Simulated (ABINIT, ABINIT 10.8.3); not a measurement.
# Lattice constant of cubic BaZrO₃ from LDA, PBE and PBEsol, with numerical checks for PBEsol

## Experiment

Our reference is the room-temperature cubic cell parameter of a solid-state synthesised BaZrO₃ powder, 4.192 ± 0.001 Å, obtained by X-ray diffraction and reported in "EXAFS study of lead-free relaxor ferroelectric BaTi(1-x)Zr(x)O3 at the Zr K-edge" (2006, arXiv:cond-mat/0602127). A second value, 4.1947 ± 0.0002 Å, comes from Rietveld refinement of undoped submicron crystals grown in molten salt, in "Excitation-Dependent Photoluminescence of BaZrO3:Eu3+ Crystals" (2022, PubMed Central 9457899); its measurement temperature is not given with the value. The two differ by more than their stated uncertainties. A refinement error covers only the statistics of the fit, and barium deficiency or hydration can shift the cell of a real powder. The difference is nevertheless below a tenth of a per cent, small on the scale that matters here.

| compared with | measured | source's wording or label | T (K) | method |
| --- | --- | --- | --- | --- |
| a (Å) | 4.192 ± 0.001 | 4.192 ± 0.001 A | room temperature | X-ray diffraction * |
| a (Å) | 4.1947 ± 0.0002 | 4.1947 ± 0.0002 A | – | XRD Rietveld refinement |

Where a quantity has several values, deviations refer to the one marked *.

Conditions are those given with the value in the passage it was taken from; "not stated" means there, and the paper may say more elsewhere.

## Plan

We want the least expensive level of theory that gives the lattice constant a within 1 % of the reference. That is a useful demand for an oxide cell: common functionals differ among themselves by about this much, so the target can separate them, while the scatter between the two powders cannot decide the outcome. The calculation gives a static cell without thermal or zero-point motion, which together should lengthen the real one by a few tenths of a per cent. A good static value should therefore lie slightly below the measured one.

The model is the five-atom Pm-3m cell, treated as a nonmagnetic insulator. All atoms sit on positions fixed by symmetry, so the relaxation has only a to find. It starts from a diffraction cell with a = 4.191 Å, practically the reference value. Octahedral tilts, which are soft in this compound and may occur locally, are excluded by the symmetry. We begin with the local density approximation, move to gradient-corrected functionals as the results require, and test the numerical settings of the level on which the verdict will rest.

System: BaZrO3 (barium zirconate), cubic perovskite; Pm-3m (No. 221), 5 atoms in the primitive cell; the database structure is a diffraction structure: a = 4.191 Å; structure from the Crystallography Open Database.

## 1. The local density approximation first

LDA is the simplest functional and a natural starting point. It usually binds oxides too tightly, and we expect a cell short by somewhat under or about 1 %, so it may fall on either side of the limit. A moderate plane-wave cutoff and a 4×4×4 k mesh should be adequate for a small cell with a wide gap; whether they are will be tested on the level we settle on.

**Run 1.** ABINIT 10.8.3: LDA, JTH PAW datasets, cell and atoms relaxed from the database structure, cutoff 20 Ha, 4x4x4 k mesh, Gaussian smearing 0.02 eV.

Key lines of the input:
```
# potential files: JTH PAW datasets, made for LDA
ecut 20
pawecutdg 40
ecutsm 0.5
dilatmx 1.06
optcell 2
ionmov 2
ntime 50
tolmxf 5.0d-5
ngkpt 4 4 4
shiftk 0.0 0.0 0.0
occopt 7
tsmear 0.02 eV
nband 25
nstep 80
tolvrs 1.0d-10
diemac 6
pseudos "Ba.xml, Zr.xml, O.xml"
ntypat 3
znucl 56 40 8
natom 5
typat 1 2 3 3 3
# ... acell, rprim, xred
```

Command:
```
OMP_NUM_THREADS=1 mpirun -n 4 abinit run.abi > run.log
```

Selected lines of the output:
```
 At Broyd/MD step   4, gradients are converged :
-Cartesian components of stress tensor (GPa)         [Pressure= -1.5253E-04 GPa]
            acell      7.8486079224E+00  7.8486079224E+00  7.8486079224E+00 Bohr
```

Converged; 27 s on 4 cores of AMD EPYC 9R14 (Zen 4), shared host.

| quantity | run 1 | measured | deviation |
| --- | --- | --- | --- |
| a (Å) | 4.1533 | 4.192 ± 0.001 | −0.0387 (−0.9 %) |
| conventional cell volume (Å³) | 71.64 |  |  |
| final pressure (GPa) | −0.00015 |  |  |

LDA gives a cell 0.9 % short, a narrow pass. The limit lies only about 0.003 Å further down, and measured against the longer molten-salt cell the value would still pass, but by less than 0.001 Å. The relaxation itself is clean, with practically no pressure left. This says nothing about the cutoff or the k mesh, which we have not varied for LDA, and a small shift from either could use up the margin.

## 2. Adding the density gradient

At under half a minute per relaxation, cost is no reason to settle for so thin a margin. We keep the numerical settings and go up to gradient-corrected functionals, taking two that should bracket the answer better than LDA alone. PBE usually makes oxide cells too long, by roughly 1 %, and could land on either side of the limit. PBEsol, whose gradient terms were designed for solids, should fall between LDA and PBE and close to experiment. The PBEsol run uses datasets generated with PBE, an inconsistency that will need a check if the verdict comes to rest on it.

**Run 2.** ABINIT 10.8.3: PBE, JTH PAW datasets, cell and atoms relaxed from the database structure, cutoff 20 Ha, 4x4x4 k mesh, Gaussian smearing 0.02 eV.

Key lines of the input, as changed from run 1:
```diff
- # potential files: JTH PAW datasets, made for LDA
+ # potential files: JTH PAW datasets, made for PBE
```

Selected lines of the output:
```
 At Broyd/MD step   4, gradients are converged :
            acell      7.9978296031E+00  7.9978296031E+00  7.9978296031E+00 Bohr
```

Converged; 33 s on 4 cores of AMD EPYC 7R13 (Zen 3), shared host.

**Run 3.** ABINIT 10.8.3: PBEsol, JTH PAW datasets, cell and atoms relaxed from the database structure, cutoff 20 Ha, 4x4x4 k mesh, Gaussian smearing 0.02 eV; PBE datasets.

Key lines of the input, as changed from run 2:
```diff
+ ixc -116133
```

Selected lines of the output:
```
 At Broyd/MD step   3, gradients are converged :
-Cartesian components of stress tensor (GPa)         [Pressure=  2.2407E-03 GPa]
            acell      7.9111478117E+00  7.9111478117E+00  7.9111478117E+00 Bohr
```

Converged; 21 s on 4 cores of AMD EPYC 9R14 (Zen 4), shared host.

| quantity | run 2 | run 3 | measured |
| --- | --- | --- | --- |
| a (Å) | 4.2323 | 4.1864 | 4.192 ± 0.001 |
| conventional cell volume (Å³) | 75.81 | 73.37 |  |
| final pressure (GPa) | 0.00138 | 0.00224 |  |

PBEsol comes out 0.0056 Å short of the reference, about 0.1 %, well inside the target. PBE is too long by 0.0403 Å, just under 1 %: a narrow pass, like LDA's on the other side, and too close to the limit to rank the two. Thermal and zero-point expansion would lengthen all three cells. That would help LDA, but a few tenths of a per cent would carry PBE over the limit, while PBEsol would stay comfortably within it.

The three relaxations each took about half a minute or less, so PBEsol's wider margin comes at no meaningful extra cost. We therefore take it as the level to be tested.

## 3. Cutoff and k mesh for PBEsol

We now raise the plane-wave cutoff and refine the k mesh, each in a separate relaxation so that their effects can be told apart. For a wide-gap insulator we expect the denser mesh to change almost nothing. The cutoff is the more likely source of a shift, since the oxygen 2p states are compact, but it would have to move the cell by several hundredths of an ångström to endanger the result.

**Run 4.** ABINIT 10.8.3: PBEsol, JTH PAW datasets, cell and atoms relaxed from the database structure, cutoff 26 Ha, 4x4x4 k mesh, Gaussian smearing 0.02 eV; PBE datasets.

Key lines of the input, as changed from run 3:
```diff
- ecut 20
- pawecutdg 40
+ ecut 26
+ pawecutdg 52
```

Selected lines of the output:
```
 At Broyd/MD step   3, gradients are converged :
            acell      7.9112725122E+00  7.9112725122E+00  7.9112725122E+00 Bohr
```

Converged; 31 s on 4 cores of AMD EPYC 7R13 (Zen 3), shared host.

**Run 5.** ABINIT 10.8.3: PBEsol, JTH PAW datasets, cell and atoms relaxed from the database structure, cutoff 20 Ha, 6x6x6 k mesh, Gaussian smearing 0.02 eV; PBE datasets.

Key lines of the input, as changed from run 3:
```diff
- ngkpt 4 4 4
+ ngkpt 6 6 6
```

Selected lines of the output:
```
 At Broyd/MD step   3, gradients are converged :
            acell      7.9110995619E+00  7.9110995619E+00  7.9110995619E+00 Bohr
```

Converged; 38 s of wall time.

| quantity | run 4 | run 5 | measured |
| --- | --- | --- | --- |
| a (Å) | 4.1865 | 4.1864 | 4.192 ± 0.001 |
| conventional cell volume (Å³) | 73.37 | 73.37 |  |
| final pressure (GPa) | −0.00208 | 0.00476 |  |

Neither change matters: the higher cutoff and the denser mesh each move the PBEsol cell by no more than 0.0001 Å, far less than its distance from the reference. The lighter settings are therefore sufficient for PBEsol at this target. The two tests do not carry over to the narrow passes of LDA and PBE.

## 4. Replacing the PAW datasets

What remains untested is the description of the atomic cores, in particular the use of datasets generated with PBE in a PBEsol calculation. No cutoff or k mesh can reveal an error there. We therefore repeat the PBEsol relaxation with norm-conserving PseudoDojo potentials, which need a higher plane-wave cutoff. We expect the two cells to agree within roughly 0.01 Å. A much larger difference would mean that the close agreement with experiment owes something to the datasets.

**Run 6.** ABINIT 10.8.3: PBEsol, PseudoDojo norm-conserving potentials, cell and atoms relaxed from the database structure, cutoff 42 Ha, 4x4x4 k mesh, Gaussian smearing 0.02 eV.

Key lines of the input, as changed from run 1:
```diff
- # potential files: JTH PAW datasets, made for LDA
- ecut 20
- pawecutdg 40
+ # potential files: PseudoDojo norm-conserving potentials, made for PBEsol
+ ecut 42
- pseudos "Ba.xml, Zr.xml, O.xml"
+ pseudos "Ba.upf, Zr.upf, O.upf"
```

Selected lines of the output:
```
 At Broyd/MD step   3, gradients are converged :
-Cartesian components of stress tensor (GPa)         [Pressure=  5.9771E-03 GPa]
            acell      7.9044051856E+00  7.9044051856E+00  7.9044051856E+00 Bohr
```

Converged; 50 s of wall time.

| quantity | run 6 | measured | deviation |
| --- | --- | --- | --- |
| a (Å) | 4.1828 | 4.192 ± 0.001 | −0.0092 (−0.2 %) |
| conventional cell volume (Å³) | 73.18 |  |  |
| final pressure (GPa) | 0.00598 |  |  |

With norm-conserving potentials made for PBEsol, the cell is 0.0036 Å shorter than with the PAW datasets, within the 0.01 Å we had allowed. It lies 0.2 % below the reference, so PBEsol meets the target with either set.

The change of potentials moves the cell far more than the higher cutoff or the denser mesh did in the PAW calculation. It combines two differences, the kind of potential and the functional for which it was made, and we cannot say how much each contributes. The cutoff of the norm-conserving run was not varied either. The PAW result's deviation from experiment, about 0.1 %, is thus comparable to the shift caused by changing the potentials, and we read no accuracy of PBEsol itself into that last tenth of a per cent.

## Summary of runs

| run | settings | a (Å) | deviation | cost |
| --- | --- | --- | --- | --- |
| 1 | LDA, JTH PAW datasets, cutoff 20 Ha, 4x4x4 k mesh | 4.1533 | −0.0387 (−0.9 %) | 1.8 core-min |
| 2 | PBE, JTH PAW datasets, cutoff 20 Ha, 4x4x4 k mesh | 4.2323 | +0.0403 (+1.0 %) | 2.2 core-min |
| 3 | PBEsol, JTH PAW datasets, cutoff 20 Ha, 4x4x4 k mesh, PBE datasets | 4.1864 | −0.0056 (−0.1 %) | 85 core-s |
| 4 | PBEsol, cutoff 26 Ha, PBE datasets | 4.1865 | −0.0055 (−0.1 %) | 2.1 core-min |
| 5 | PBEsol, 6x6x6 mesh, PBE datasets | 4.1864 | −0.0056 (−0.1 %) | 2.5 core-min |
| 6 | PBEsol, PseudoDojo, cutoff 42 Ha | 4.1828 | −0.0092 (−0.2 %) | 3.3 core-min |
|  | measured | 4.192 ± 0.001 |  |  |

## Verdict

PBEsol meets the 1 % target clearly. With PAW datasets, a 20 Ha cutoff and a 4×4×4 k mesh, it gives a lattice constant 0.1 % below the reference for 85 core-seconds. LDA, the simplest functional tried, also passes, but narrowly and with its numerical settings untested. As it saved no meaningful time, we prefer PBEsol. PBE passes even more narrowly, on the long side.

The step from LDA to PBEsol mattered most. The higher cutoff and denser mesh left the PBEsol cell practically unchanged; they were needed as checks, but not for the result. Exchanging the potentials shortened it by 0.0036 Å, comparable to the remaining deviation, so the agreement to 0.1 % should not be taken as the accuracy of the functional.

Nor does the static cell include thermal and zero-point expansion. Adding the few tenths of a per cent we expect would turn PBEsol's small shortfall into a similarly small or somewhat larger excess, still well within the target. The closeness of the uncorrected value may therefore be partly a cancellation between the missing expansion and a slight overestimate of the static cell, though one too small to separate from the uncertainty due to the potentials. The same allowance would bring LDA closer to experiment and put PBE outside the limit.

The two measured powders differ by 0.0027 Å, and barium deficiency or hydration may contribute to that. The effect of local octahedral tilts was not examined here: the average structure is cubic, but our five-atom cell cannot represent them. None of these uncertainties is likely to endanger the PBEsol result at 1 %, but together they prevent a finer judgement.

[Logs are printed without paths, hosts, clocks, repeated set-up lines and the standing remarks that a program may print on its own settings, such as how far it seeks lower states.]

[The runs shown are a pick from a larger set of finished runs; failed, doubtful and other runs were left out of it ahead of writing. So were measured values far from every level or from commonly accepted values, and agreement can look better than it is. Lines of input and output are excerpts and may be shortened.]
